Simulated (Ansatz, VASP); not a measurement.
## Pt in VASP and in Ansatz

File POSCAR:

```
Pt
1.0
   -1.5842200000      1.5842200000      1.5842200000
    1.5842200000     -1.5842200000      1.5842200000
    1.5842200000      1.5842200000     -1.5842200000
Pt
1
Direct
    0.0000000000      0.0000000000      0.0000000000
```

File INCAR.step1:

```
SYSTEM = Pt
PREC = Accurate ; ENCUT = 520
ISMEAR = 1 ; SIGMA = 0.02
LREAL = .FALSE. ; LASPH = .TRUE.
NELM = 100 ; NBANDS = 11
GGA = PE ; ALGO = Normal
EDIFF = 1E-4 ; LWAVE = .TRUE.
LCHARG = .FALSE.
```

Contents of INCAR.step2:

```
SYSTEM = Pt
PREC = Accurate ; ENCUT = 520
EDIFF = 1E-7 ; ISMEAR = 1
SIGMA = 0.02 ; LREAL = .FALSE.
LASPH = .TRUE. ; NELM = 100
ALGO = Normal ; ISIF = 2
LWAVE = .FALSE. ; LCHARG = .TRUE.
METAGGA = R2SCAN ; LMIXTAU = .TRUE.
IVDW = 13 ; VDW_S6 = 1.0
VDW_S8 = 0.6018749 ; VDW_A1 = 0.51559235
VDW_A2 = 5.77342911 ; LELF = .TRUE.
LVHAR = .TRUE. ; NBANDS = 11
ISTART = 1
```

The input KPOINTS:

```
regular mesh
0
G
  6 6 6
  0 0 0
```

Input for Ansatz:

```yaml
crystal:
  lattice:
    - [-1.58422, 1.58422, 1.58422]
    - [1.58422, -1.58422, 1.58422]
    - [1.58422, 1.58422, -1.58422]
  atoms:
    - { symbol: Pt, position: [0.0, 0.0, 0.0] }
kpoints:
  mp_grid:
    grid: [6, 6, 6]
    shift: [0.0, 0.0, 0.0]
hamiltonian:
  xc: r2scan
  dispersion: d4
  pseudopotentials:
    kind: nc
scf:
  mixing:
    algorithm: broyden
  occupations:
    method: cold
    width: 0.02
  eigensolver:
    kind: davidson
checkpoint:
  write: pt.run
```

This isn't the form of Pt at room conditions, which is fcc.

Alike in both runs: task single point; functional r2SCAN; dispersion D4; k mesh 6 × 6 × 6; no spin polarisation.

|  | VASP | Ansatz |
| --- | --- | --- |
| version | VASP 6.6.1 | Ansatz 0.2.0 |
| potentials or method | VASP PAW PBE potentials, release 64 (Pt) | plane waves, norm-conserving potentials |
| plane-wave cutoff (eV) | 520 | 1143 |
| occupations | methfessel-paxton of order 1, width 0.02 eV | cold, width 0.02 eV |
| valence electrons in the cell | 10 | 18 |

```tsv
	VASP	Ansatz	Ansatz less VASP
dispersion energy (meV/atom)	-244.4	-244.4	+0.01
```

The two sets of potentials don't hold the same shells in valence.

Caveats: the k mesh is coarse (spacing up to 0.47 Å⁻¹), so the values aren't converged. The runs have no spin-orbit coupling, so splittings on Pt are missing.
